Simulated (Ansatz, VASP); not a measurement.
## MnS (Rambergite) in VASP and in Ansatz

```
Mn S
1.0
     3.42135    0.00000    0.00000
    -1.71068    2.96298    0.00000
     0.00000    0.00000    5.99692
Mn S
2 2
Direct
  0.33333 0.66667 0.01116
  0.66667 0.33333 0.51116
  0.33333 0.66667 0.37384
  0.66667 0.33333 0.87384
```

Alike in both runs: functional PBE; k mesh 12 × 12 × 6; occupations gaussian, width 0.05 eV; no spin polarisation.

Ansatz relaxed the structure, and its values are those at the end. VASP's run is a single point on that final structure, the one shown.

```csv
,VASP,Ansatz
version,VASP 6.6.1,Ansatz 0.2.0
potentials or method,"VASP PAW PBE potentials, release 64 (Mn_pv, S)","scalar-relativistic, plane waves, PAW"
plane-wave cutoff (eV),520,420
valence electrons in the cell,38,42
```

Ansatz gave:

* gap on the k mesh at the Fermi level (eV): none
* pressure (GPa): 2.7
* rms of the force components (eV/Å): 0.004

**Question.** Estimate VASP's values.

**Answer.** gap on the k mesh at the Fermi level (eV): none; pressure (GPa): 2.8; rms of the force components (eV/Å): 0.003.

A gap of «none» marks a metal or a gap that the smearing closes. The two sets of potentials don't hold the same shells in valence.

Caveats: the run has no spin polarisation, though such a crystal can be magnetic; semilocal functionals often make such compounds metallic where correlation or magnetic order opens a gap, which also shifts bond lengths. Spin polarisation is off, so any magnetic state and its effect on volume and gap are missing.
